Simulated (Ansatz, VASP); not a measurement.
# V: VASP beside Ansatz

The input INCAR:

```
PREC = Accurate
ENCUT = 520
EDIFF = 1E-6
ISMEAR = 0
SIGMA = 0.1
LREAL = False
LASPH = True
NELM = 80
ALGO = Fast
ISIF = 2
LWAVE = False
LCHARG = False
GGA = PE
NBANDS = 20
```

The input KPOINTS:

```
regular mesh
0
Gamma
  16 16 12
```

POSCAR

```
V
1.0
    1.9464439210      1.9464439210      0.0000000000
   -1.9464439210      1.9464439210      0.0000000000
    0.0000000000      0.0000000000      3.8928878419
V
2
Direct
    0.0000000000      0.0000000000      0.0000000000
    0.5000000000      0.5000000000      0.5000000000
```

Input for Ansatz:

```yaml
crystal:
  lattice:
    - [1.946443921, 1.946443921, 0.0]
    - [-1.946443921, 1.946443921, 0.0]
    - [0.0, 0.0, 3.8928878419]
  atoms:
    - { symbol: V, position: [0.0, 0.0, 0.0] }
    - { symbol: V, position: [0.5, 0.5, 0.5] }
basis:
  ecutwfc: 420
kpoints:
  mp_grid: { grid: [16, 16, 12] }
hamiltonian:
  xc: pbe
scf:
  occupations: { method: gaussian, width: 0.1 }
output:
  forces: true
  stress: true
  eigenvalues: true
```

Change from the starting cell: equal strain along all axes, cell held, atoms relaxed: +2.0 %.

Alike in both runs: task single point; functional PBE; k mesh 16 × 16 × 12; occupations gaussian, width 0.1 eV; no spin polarisation.

|  | VASP | Ansatz |
| --- | --- | --- |
| version | VASP 6.6.1 | Ansatz 0.2.0 |
| potentials or method | VASP PAW PBE potentials, release 64 (V_sv) | scalar-relativistic, plane waves, PAW |
| plane-wave cutoff (eV) | 520 | 420 |
| valence electrons in the cell | 26 | 26 |

```tsv
	VASP	Ansatz	Ansatz less VASP
gap on the k mesh at the Fermi level (eV)	none	none	-
pressure (GPa)	-9.1	-9.3	-0.19
```

A gap of «none» marks a metal or a gap that the smearing closes.

Caveats: the real-space grid breaks the cell's symmetry a little (VASP).
